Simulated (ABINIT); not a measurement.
Set up this calculation in ABINIT 10.8.3 (patched build), as the native input.

```
Task                : band structure
Functional          : PBEsol
Potentials or basis : JTH PAW PBE v2.0
Cutoff              : 544 eV
k mesh              : 10 × 10 × 2
Occupations         : fermi-dirac, width 0.05 eV
Spin                : no spin polarisation
Fine-grid cutoff    : 1088.46 eV
```

MoS2, a slab with vacuum:

```
Mo S
1.0
     3.18413    0.00000    0.00000
    -1.59206    2.75753    0.00000
     0.00000    0.00000   17.33460
Mo S
1 2
Cartesian
  0.0000 0.0000 0.0000
  0.0000 1.8384 15.7833
  0.0000 1.8384 1.5513
```

One way to write it, as run:

run.abi

```
# Datasets: ground state, then fixed potential
ndtset 2

# Pseudopotentials
pp_dirpath "./"
pseudos "Mo.GGA_PBE-JTH.xml, S.GGA_PBE-JTH.xml"

# Structure
acell 3*1.0
rprim
     6.0171262416     0.0000000000     0.0000000000
    -3.0085631208     5.2109841830     0.0000000000
     0.0000000000     0.0000000000    32.7576463855
ntypat 2
znucl 42 16
natom 3
typat 1 2 2
xcart
     0.0000000000     0.0000000000     0.0000000000
    -0.0000000002     1.8383560508    15.7832749434
    -0.0000000002     1.8383560508     1.5513250066 Angstrom

# Plane-wave basis
ecut 544.227725 eV
pawecutdg 40.0
pawxcdev 0

# Exchange and correlation
ixc -116133

# Bands and occupations
occopt 3
tsmear 0.05 eV

# SCF cycle
nstep 100

# Output
iomode 3
prtwf 0
prteig 0
prtebands 0
enunit 1
prtden1 1

# Dataset 1
kptopt1 1
ngkpt1 10 10 2
nshiftk1 1
shiftk1 0.0 0.0 0.0
nband1 17
tolvrs1 1.0e-9

# Dataset 2: bands along G-M-K-G-A-L-H-A
iscf2 -2
getden2 1
nband2 23
nbdbuf2 4
tolwfr2 1.0e-11
kptopt2 -7
ndivsm2 8
prteig2 1
kptbounds2
     0.0000000000     0.0000000000     0.0000000000
     0.5000000000     0.0000000000     0.0000000000
     0.3333333333     0.3333333333     0.0000000000
     0.0000000000     0.0000000000     0.0000000000
     0.0000000000     0.0000000000     0.5000000000
     0.5000000000     0.0000000000     0.5000000000
     0.3333333333     0.3333333333     0.5000000000
     0.0000000000     0.0000000000     0.5000000000
```

Potentials or basis: JTH PAW PBE v2.0.

Launch:

```console
$ abinit run.abi > log 2>&1
```

Results of the run:

* Largest force: 0.121 eV/Å
* Band gap on the k mesh: 1.74 eV, indirect (least direct gap 1.93 eV)
* Band gap along the path: 1.59 eV, indirect (least direct gap 1.66 eV)
* Valence electrons inside the program's atomic spheres: Mo 11.26; S 3.57

Caveat: the PAW data sets were made with another functional, which shifts forces and pressure a little.

Run time: 10 min on 1 thread of Arm Neoverse V2 (shared host), peak memory 0.64 GiB.
